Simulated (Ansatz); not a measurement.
BaO (started from an entry of an open crystallographic database): a relaxation of cell and atoms in the plane-wave code Ansatz (PBE). The input holds the cell as the database lists it.

```yaml
crystal:
  lattice:
    - [0.0, 2.75, 2.75]
    - [2.75, 0.0, 2.75]
    - [2.75, 2.75, 0.0]
  atoms:
    - { symbol: Ba, position: [0.0, 0.0, 0.0] }
    - { symbol: O, position: [0.5, 0.5, 0.5] }
kpoints:
  mp_grid: { grid: [8, 8, 8] }
hamiltonian:
  xc: pbe
scf:
  occupations: { method: fermi_dirac, width: 0.02 }
relax:
  f_tol: 0.005
  cell: {}
```

The output follows, shortened, with numbered blanks.
```
Pseudopotential: Ba, paw, valence charge 10, recommended cutoff 420 eV (normal)
Pseudopotential: O, paw, valence charge 6, recommended cutoff 420 eV (normal)
Functional definition: PBE
Crystal: 2 atoms, lattice volume = 41.594 Å³
[1]
Bands: 12, of which v1, the nominal top of the filled ones, is band 8 counted from 1 (7 counted from 0)
Symmetry: 48 space group operations
Space group: Fm-3m (ITA 225)
[2]
relax step 1: F+E_penalty+E_count = -6519.53090414 eV  P = +3.020 GPa  Ω = 41.594 Å³
--- Relaxed structure (5 steps of the walk, 4 accepted, 2 SCFs on fresh bases) ---
[3]
```

Question: Give the withheld lines. They hold the relaxed structure, the count of irreducible k points, cutoff and plane waves at Γ.

Answer:
```
[1]
Basis set: ecut = 420 eV, 869 PW (Γ)
[2]
k-points: 29 of 512
[3]
  F+E_penalty+E_count = -6519.54633001 eV
  cell:  # Å, volume = 43.2796 Å³
    - [0.000000, 2.786663, 2.786663]
    - [2.786663, 0.000000, 2.786663]
    - [2.786663, 2.786663, 0.000000]
  atoms:
    - { symbol: Ba, position: [0.000000, 0.000000, 0.000000] }
    - { symbol: O, position: [0.500000, 0.500000, 0.500000] }
```
The trailing digits, and the zero of the energies, depend on the potentials and thresholds.

In 5 steps the volume changed by +4.1 %; between the first SCF and the last, each on a basis chosen for its cell, the energy fell by 7.7 meV an atom. Final cell: the symmetry is Fm-3m (No. 225, cubic); a = 5.573 Å in the conventional setting, 21.64 Å³ an atom. Ba has 6 O at 2.79 Å; O has 6 Ba at 2.79 Å.

Run as `ansatz run input.yaml --threads 2 --pin off --max-ram 2211MiB --backend cpu --events-out ev --progress --plain --runs-dir out`. It took 3.9 s on 2 threads of Arm Neoverse V2, with other jobs on the host; peak host memory 0.3 GiB.

The values are computed, spin-unpolarised, and not measurements.
